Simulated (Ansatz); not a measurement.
# Two Ansatz runs on Na

The cell is a measured one (Crystallography Open Database entry 9011000); the temperature and pressure of the measurement aren't taken into account, and nothing was relaxed. The listed cell was then made from it by scaling, straining or moving an atom.

First run: DFT, LDA, all-electron LAPW, scalar-relativistic (Ansatz 0.2.0).

Command: `ansatz run input.yaml --threads 1 --pin off --max-ram 2048MiB --backend cpu --events-out ev --progress --plain --runs-dir out` The run took 5.7 s on 1 thread of Intel(R) Xeon(R) Platinum 8488C (Sapphire Rapids) (shared host), peak memory 0.27 GiB.

```yaml
crystal:
  lattice:
    - [3.8165724849, 0.0, 0.0]
    - [-1.9082862425, 3.3052487273, 0.0]
    - [0.0, 0.0, 6.2349829711]
  atoms:
    - { symbol: Na, position: [0.3333333333, 0.6666666667, 0.25] }
    - { symbol: Na, position: [0.6666666667, 0.3333333333, 0.75] }
kpoints:
  mp_grid: { grid: [11, 11, 6] }
scf:
  occupations: { method: fermi_dirac, width: 0.05 }
hamiltonian:
  xc: lda
  pseudopotentials: { kind: all_electron, lapw: { basis_error: 0.0005 } }
output:
  forces: true
  stress: true
  eigenvalues: true
```

Result: converged; pressure -1.09 GPa; no gap on the k mesh; 7 SCF iterations.

The input is then changed:

```diff
@@ -8,9 +8,9 @@
     - { symbol: Na, position: [0.6666666667, 0.3333333333, 0.75] }
 kpoints:
-  mp_grid: { grid: [11, 11, 6] }
+  mp_grid: { grid: [14, 14, 8] }
 scf:
   occupations: { method: fermi_dirac, width: 0.05 }
 hamiltonian:
-  xc: lda
+  xc: pbe
   pseudopotentials: { kind: all_electron, lapw: { basis_error: 0.0005 } }
 output:
```

Task: Predict the outcome of the changed run.

Result: It converged; pressure -0.40 GPa; no gap on the k mesh; 7 SCF iterations.

The results part of its log:

```
SCF 1 converged in 7 iterations: F = -8840.146756 eV  dr2 = 1.43e-8
SCF converged after 7 iterations
Free energy (F): -8840.146756 eV
Harris-Foulkes:  -8840.146756 eV  (|F-HF|=5.45e-9)
Internal energy: -8840.138799 eV  (E = F + TS)
E sigma→0 (E₀):  -8840.142778 eV
Entropy (-TS):   -0.007956 eV (-3.978 meV/atom)
Fermi energy:    1.346803 eV
--- Per-component energies (eV) ---
  E_band       = -489.731676
  E_kinetic    = 8845.425430
  E_xc         = -781.194482
  E_electrostatic = -16904.369748  (all electrons and nuclei)
  E_smearing   = -0.007956  (= −TS)
  E_closure    = 0.000000  (closes the sum)
  E_atoms      = -8837.540736  (free atoms, spherical and without spin; not in F)
  Σ components = -8840.146756   (vs F -8840.146756, Δ=0.00e0)
  Basis errors (estimates in eV, not in F): energy 1.2e-4 per atom: plane waves 1.2e-4 (6.0e-5 summed), levels above the bands 9.9e-31, relativity 1.3e-9, radial functions 2.6e-6, core shells 1.5e-16; eigenvalues (radial functions only) 5.2e-6; not estimated: angular momenta, meshes, grids; target (lapw.basis_error) 5.0e-4; muffin-tin radii Na 1.908 Å
--- Forces (eV/Å), atoms counted from 1 ---
  atom   1  Na     0.00000000    -0.00000000     0.00000000
  atom   2  Na     0.00000000     0.00000000     0.00000000
  max |Σ_I F_I| component: 2.71e-20 eV/Å
--- Stress (GPa, compression-positive) ---
       -0.401487       0.000000       0.000000
       -0.000000      -0.401487       0.000000
        0.000000       0.000000      -0.408305
  P = ⅓ Tr σ = -0.4038 GPa (-4.038 kbar)
--- Band table (eV; the first three rows and the last of 120) ---
  k-point 0: bands = ["-51.6835", "-51.6821", "-23.6188", "-23.5950", "-23.5950", "-23.5910", "-23.5910", "-23.5907", "-1.7978", "1.9040", "2.2551", "11.0136", "11.0136"]
  k-point 1: bands = ["-51.6834", "-51.6822", "-23.6178", "-23.5948", "-23.5948", "-23.5918", "-23.5911", "-23.5911", "-1.7355", "1.1741", "3.0921", "10.9187", "11.0619"]
  k-point 2: bands = ["-51.6833", "-51.6823", "-23.6147", "-23.5949", "-23.5944", "-23.5944", "-23.5916", "-23.5916", "-1.5490", "0.4030", "4.1847", "9.5260", "11.2021"]
  k-point 119: bands = ["-51.6818", "-51.6818", "-23.6137", "-23.6137", "-23.6073", "-23.6073", "-23.5962", "-23.5962", "3.1555", "3.1555", "3.5385", "3.5385", "4.5827"]
```
